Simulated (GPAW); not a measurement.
C in GPAW: the effect of functional

Crystal: C.

```
C
1.0
     2.52210    0.00000    0.00000
    -1.26105    2.18420    0.00000
     0.00000    0.00000   12.35570
C
12
Direct
  0.66667 0.33333 0.35417
  0.33333 0.66667 0.85417
  0.66667 0.33333 0.14583
  0.33333 0.66667 0.64583
  0.66667 0.33333 0.47917
  0.33333 0.66667 0.97917
  0.66667 0.33333 0.02083
  0.33333 0.66667 0.52083
  0.00000 0.00000 0.81250
  0.00000 0.00000 0.31250
  0.00000 0.00000 0.68750
  0.00000 0.00000 0.18750
```

This is a hexagonal form of diamond, not graphite.

Alike in all runs:

```yaml
Program: GPAW 26.7.0
Cutoff: 800 eV
Basis: pw
k_mesh: 8 × 8 × 2
Occupations: fermi-dirac, width 0.05 eV
Spin: no spin polarisation
```

One run gave: gap on the mesh 4.35 eV. Which functional did it use?
A. PBE
B. r2SCAN
C. TB-mBJ

A.

```csv
functional,potentials or basis,gap on the mesh (eV)
r2SCAN,GPAW PAW data sets (gpaw-data 1.2.1),4.57
PBE,GPAW PAW data sets (gpaw-data 1.2.1),4.35
TB-mBJ,GPAW PAW data sets for LDA (gpaw-data 1.2.1),5.15
```

Caveats: a model potential gives levels but no total energy (some runs).

A k mesh can miss the band edges.

Not every run made on this cell is shown here.
